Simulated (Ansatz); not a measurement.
# Platinum, dhcp under PBE: structure, energy and stiffness

The plan for platinum in the dhcp structure: relax it, solve it on a dense k-mesh, then scale the cell to 7 volumes from 88 to 112 % of the relaxed one and try a fit of the equation of state. Spin polarisation is left out. The k-meshes are 13×13×4 for the relaxation; 17×17×5 for the dense run; 15×15×4 for the volumes.

Method: DFT PBE, plane waves (420 eV) with PAW, scalar-relativistic, in Ansatz 0.2.0.

## Step 1: The system as given

The structure is hexagonal, space group P6_3/mmc (No. 194). The conventional cell has a = 2.774 Å, b = 2.774 Å, c = 9.060 Å, α = 90.00°, β = 90.00°, γ = 120.00°. Around Pt (site symmetry -3m) lie 12 Pt at 2.77 Å. Pt (site symmetry -6m2) has 12 Pt at 2.77 Å as nearest neighbours.

Coordinates:

```
Pt
1.0
     2.77405    0.00000    0.00000
    -1.38702    2.40239    0.00000
     0.00000    0.00000    9.06004
Pt
4
Direct
  0.00000 0.00000 0.00000
  0.00000 0.00000 0.50000
  0.33333 0.66667 0.25000
  0.66667 0.33333 0.75000
```

## Step 2: Geometry optimisation

Input file input.yaml:

```yaml
crystal:
  lattice:
    - [2.7740467412, 0.0, 0.0]
    - [-1.3870233706, 2.4023949491, 0.0]
    - [0.0, 0.0, 9.0600366567]
  atoms:
    - { symbol: Pt, position: [0.0, 0.0, 0.0] }
    - { symbol: Pt, position: [0.0, 0.0, 0.5] }
    - { symbol: Pt, position: [0.3333333333, 0.6666666667, 0.25] }
    - { symbol: Pt, position: [0.6666666667, 0.3333333333, 0.75] }
hamiltonian:
  xc: pbe
  pseudopotentials:
    kind: paw
    azcp:
      Pt: "pseudopotentials/Pt.paw.azcp"
basis:
  ecutwfc: 420
  fft_grid_basis: typed
kpoints:
  mp_grid: { grid: [13, 13, 4], shift: [0, 0, 0] }
magnetization:
  spin_polarized: false
scf:
  occupations: { method: fermi_dirac, width: 0.1 }
relax:
  max_steps: 60
  f_tol: 0.01
  cell: {}
output:
  write_density: true
  write_potential: true
  elf: true
  volumetric_format: npy
```

Command:

```sh
$ ansatz run input.yaml --threads 1 --pin off --max-ram 3584MiB --backend cpu --events-out ev --progress --plain --runs-dir out
```

After this run come: The energy on a finer k-mesh; At 88 % of the relaxed volume; At 92 % of the relaxed volume; At 96 % of the relaxed volume; At 100 % of the relaxed volume; At 104 % of the relaxed volume; At 108 % of the relaxed volume; At 112 % of the relaxed volume.

**Question.** What will these runs give? Wanted: space group; conventional cell; volume; shortest distance; gap on the mesh; relative to fcc; V₀, B₀, B₀′.

The runs gave:

```
                      quantity                                   value
space group (spins left aside)                      P6_3/mmc (No. 194)
             conventional cell  a = 2.791 Å, c = 9.318 Å (c/a = 3.339)
                        volume                          15.713 Å³/atom
             shortest distance                                 2.791 Å
               gap on the mesh            none (levels filled in part)
               relative to fcc                            +30 meV/atom
                   V₀, B₀, B₀′            15.686 Å³/atom, 245 GPa, 5.5
```

What this shows: From the guessed start the volume grew by 4.1 % in 7 steps. Against the reference form of platinum (fcc, computed apart with the same settings) it stands 30 meV/atom higher. Levels at the Fermi energy are filled in part, as in a metal. B₀ comes out at 245 GPa; letting shape and positions relax at each volume could only lower it. The symmetry was held, so the structure may be unstable against distortions that break it.
